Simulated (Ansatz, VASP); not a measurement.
**One calculation of SiGe, two programs**

The input INCAR:

```
ALGO     = Normal         # electronic algorithm
EDIFF    = 1E-6           # SCF threshold, eV
ENCUT    = 520            # plane-wave cutoff, eV
GGA      = PS             # functional
ISIF     = 2              # what is computed and relaxed
ISMEAR   = 0              # smearing method
LASPH    = True           # aspherical terms in the spheres
LCHARG   = False          # write CHGCAR
LREAL    = False          # projectors in reciprocal space
LWAVE    = False          # write WAVECAR
NBANDS   = 26             # bands
NELM     = 80             # most SCF steps
PREC     = Accurate       # precision mode
SIGMA    = 0.03           # smearing width, eV
```

Contents of KPOINTS:

```
k-points
0
Gamma
  12 12 6
```

File POSCAR:

```
SiGe
1.0
    3.9044512986      0.0000000000      0.0000000000
   -1.9522256493      3.3813540124      0.0000000000
    0.0000000000      0.0000000000      6.1282438500
Si Ge
2 2
Direct
    0.6666666667      0.3333333333      0.8746070000
    0.3333333333      0.6666666667      0.3746070000
    0.6666666667      0.3333333333      0.5003920000
    0.3333333333      0.6666666667      0.0003920000
```

Input for Ansatz:

```yaml
crystal:
  lattice:
    - [3.9044512986, 0.0, 0.0]
    - [-1.9522256493, 3.3813540124, 0.0]
    - [0.0, 0.0, 6.12824385]
  atoms:
    - { symbol: Si, position: [0.6666666667, 0.3333333333, 0.874607] }
    - { symbol: Si, position: [0.3333333333, 0.6666666667, 0.374607] }
    - { symbol: Ge, position: [0.6666666667, 0.3333333333, 0.500392] }
    - { symbol: Ge, position: [0.3333333333, 0.6666666667, 0.000392] }
basis:
  ecutwfc: 420
kpoints:
  mp_grid: { grid: [12, 12, 6] }
hamiltonian:
  xc: pbesol
scf:
  occupations: { method: gaussian, width: 0.03 }
output:
  forces: true
  stress: true
  eigenvalues: true
```

Change from the starting cell: strain +0.000 along x and y, -0.050 along z, atoms carried along.

Alike in both runs: task single point; functional PBEsol; k mesh 12 × 12 × 6; occupations gaussian, width 0.03 eV; no spin polarisation.

|  | VASP | Ansatz |
| --- | --- | --- |
| version | VASP 6.6.1 | Ansatz 0.2.0 |
| potentials or method | VASP PAW PBE potentials, release 64 (Si, Ge_d) | scalar-relativistic, plane waves, PAW |
| plane-wave cutoff (eV) | 520 | 420 |
| valence electrons in the cell | 36 | 36 |

```tsv
	VASP	Ansatz	Ansatz less VASP
gap on the k mesh at the Fermi level (eV)	none	none	-
pressure (GPa)	4.8	4.8	+0.03
largest component of the traceless stress (GPa)	8.63	8.62	-0.014
rms of the force components (eV/Å)	0.399	0.401	+0.0015
```

Atom by atom the forces differ by 0.002 eV/Å (rms over components). A gap of «none» marks a metal or a gap that the smearing closes.

Caveats: the PAW data sets were made with another functional, which shifts forces and pressure a little (VASP).
